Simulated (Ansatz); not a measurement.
# Se: the cost of one run

Code: Ansatz 0.2.0. PAW datasets, plane waves. Spin-unpolarised throughout; all numbers are computed.

## (1) Starting point

The unstrained cell was relaxed with r2SCAN+rVV10; in each strained cell the atoms were relaxed again with r2SCAN+rVV10. Names of k-points are those of the unstrained zone, where strain can split equivalent points. First state: -3.5 % biaxial strain in x and y, z held.

The symmetry is P3_121 (No. 152, trigonal); a = 4.143 Å, c = 5.041 Å in the conventional setting, 24.98 Å³ an atom. Near Se stand 2 Se at 2.40 Å.

Coordinates:

```
CELL_PARAMETERS angstrom
4.14327 0.00000 0.00000
-2.07164 3.58818 0.00000
0.00000 0.00000 5.04085
ATOMIC_POSITIONS crystal
Se 0.23807 0.00000 0.33333
Se 0.00000 0.23807 0.66667
Se 0.76193 0.76193 0.00000
```

From earlier runs on the unstrained cell: PBE 0.83 eV, r2SCAN 1.06 eV, HSE06 1.56 eV; a = 4.293 Å, c = 5.041 Å.

## (2) -3.5 % biaxial strain in x and y, z held: PBE

Input file input.yaml:

```yaml
crystal:
  lattice:
    - [4.143272888, 0.0, 0.0]
    - [-2.071636444, 3.5881795758, 0.0]
    - [0.0, 0.0, 5.0408504852]
  atoms:
    - { symbol: Se, position: [0.2380677005, 0.0, 0.3333333333] }
    - { symbol: Se, position: [0.0, 0.2380677005, 0.6666666667] }
    - { symbol: Se, position: [0.7619322995, 0.7619322995, 0.0] }
kpoints:
  mp_grid: { grid: [12, 12, 6] }
  band_path:
    path:
      - [0.0, 0.0, 0.0]
      - [0.5, 0.0, 0.0]
      - [0.3333333333, 0.3333333333, 0.0]
      - [0.0, 0.0, 0.5]
      - [0.5, 0.0, 0.5]
      - [0.3333333333, 0.3333333333, 0.5]
      - [0.35, 0.3, 0.5]
      - [0.213542, 0.393229, -0.5]
    npoints: 1
hamiltonian:
  xc: pbe
scf:
  occupations: { method: fermi_dirac, width: 0.02 }
  n_extra_bands: 4
output:
  forces: true
  stress: true
  eigenvalues: true
```

The run is started by

```bash
$ ansatz run input.yaml --threads 4 --pin off --max-ram 4608MiB --backend cpu --events-out ev --progress --plain --runs-dir out
```

What time and memory should one allow on 4 threads of Intel Xeon Platinum 8488C (Sapphire Rapids), shared host?

About 4.3 s, with a peak of 0.5 GiB.
